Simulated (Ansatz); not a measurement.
A strain series on CdS (zincblende): isotropic on every length

CdS (zincblende), relaxed with r2SCAN in Ansatz, then strained (isotropic on every length; changes of length per length, axes as in the cell below) with the atoms relaxed again within the symmetry that is left. The symmetry is F-43m (No. 216, cubic); conventional cell a = 5.878 Å, 25.39 Å³ an atom. Cd has 4 S at 2.55 Å; S has 4 Cd at 2.55 Å. The values are computed, spin-unpolarised, and not measurements.

```
CELL_PARAMETERS angstrom
0.00000 2.93921 2.93921
2.93921 0.00000 2.93921
2.93921 2.93921 0.00000
ATOMIC_POSITIONS crystal
Cd 0.00000 0.00000 0.00000
S 0.25000 0.25000 0.25000
```

Gaps are the least over each mesh (PBE 8×8×8, r2SCAN 8×8×8, HSE06 6×6×6 when unstrained) and the special points, which keep their unstrained names; stress is the change from the unstrained cell, compression positive.

```tsv
strain (%)	gap, PBE (eV)	gap, r2SCAN (eV)	gap, HSE06 (eV)	edges, HSE06	mean stress, r2SCAN (GPa)	energy rise, r2SCAN (meV/atom)
-5.91	1.458	1.928	2.512	Γ	+16.61	185.7
-1.5	1.192	1.645	2.217	Γ	+3.03	10.1
0.0	1.095	1.543	2.106	Γ	0.00	0.0
+3.9	0.838	1.269	1.806	Γ	-5.37	57.8
+5.67	0.721	1.145	1.667	Γ	-6.90	115.0
```

Question: Estimate the row for a strain of +1.0 %.

Answer:
```tsv
strain (%)	gap, PBE (eV)	gap, r2SCAN (eV)	gap, HSE06 (eV)	edges, HSE06	mean stress, r2SCAN (GPa)	energy rise, r2SCAN (meV/atom)
+1.0	1.030	1.473	2.031	Γ	-1.69	4.2
```

Between zero and the nearest strains the slope of the HSE06 gap against strain is -0.074 eV per percent for negative and -0.076 for positive strain.

The runs are scalar-relativistic, without spin-orbit coupling.

The meshes of the hybrids are coarse, so their gaps aren't converged to the digits shown.
